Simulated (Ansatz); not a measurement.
Runs of Ansatz 0.2.0 on MnSb. Symmetry: Fm-3m, No. 225, cubic system. Conventional cell: a = 5.590 Å, b = 5.590 Å, c = 5.590 Å, α = 90.00°, β = 90.00°, γ = 90.00°. Around Sb (site symmetry m-3m) lie 6 Mn at 2.80 Å. Around Mn (site symmetry m-3m) lie 6 Sb at 2.80 Å. The cell comes from a database or a generator and needn't be the stable form of this composition.

| task | level | U | fixed moment (μB) | cell | k mesh | cutoff (eV) | hubbard projectors | double counting | gap on the mesh (eV) | pressure (GPa) | moment (μB) | relaxed volume (Å³/atom) |
| --- | --- | --- | --- | --- | --- | --- | --- | --- | --- | --- | --- | --- |
| single point | PBE | - | 5.0 | as given | 7 × 7 × 7 | 420 | - | - | - | 6.9 | 5.00 | - |
| relaxation of cell and atoms | r2SCAN | - | - | relaxed | 8 × 8 × 8 | 500 | - | - | none | 0.0 | (d) | (c) |
| relaxation of cell and atoms | r2SCAN+U | Mn d U = 5 eV | - | relaxed | 8 × 8 × 8 | 500 | ortho-atomic (the default) | fll (the default) | none | 0.0 | 4.17 | 24.96 |
| relaxation of cell and atoms | r2SCAN+U | Mn d U = 6 eV | - | relaxed | 8 × 8 × 8 | 500 | ortho-atomic (the default) | fll (the default) | none | 0.0 | 4.18 | (b) |
| single point | PBE | - | 6.0 | as given | 7 × 7 × 7 | 420 | - | - | - | (a) | 6.00 | - |
| single point | PBE | - | 3.0 | as given | 7 × 7 × 7 | 420 | - | - | - | -4.9 | 3.00 | - |
| relaxation of cell and atoms | r2SCAN+U | Mn d U = 4 eV | - | relaxed | 8 × 8 × 8 | 500 | ortho-atomic (the default) | fll (the default) | none | 0.0 | 4.14 | 24.48 |
| single point | PBE | - | 2.0 | as given | 7 × 7 × 7 | 420 | - | - | - | -9.3 | 2.00 | - |

Alike in all rows: potentials or basis Ansatz PAW; spin collinear, ferromagnetic start; smearing fermi-dirac 0.05 eV.

Problem. Fill in the values left out.

Solution. (a) 16.3; (b) 25.39; (c) 22.39; (d) 4.02.

Caveats: a cell with one magnetic atom can't hold antiferromagnetic order, which such compounds often take; the total moment is fixed, so each spin has its own Fermi level (some runs); the thresholds are loose for stress (some runs); the magnetic or orbital state may not be the lowest (some runs); the plane-wave basis is chosen anew once the cell has moved, so the energies of steps on either side of that aren't comparable (some runs); the PAW data sets come from PBE, with cores solved anew for the run's functional, which leaves a small shift of forces and pressure (some runs); the U is typed as a test and isn't derived for this compound (some runs).

A k mesh can miss the band edges, and the runs leave out spin-orbit coupling on Sb.

A gap of «none» marks a metal or a gap under the smearing width.
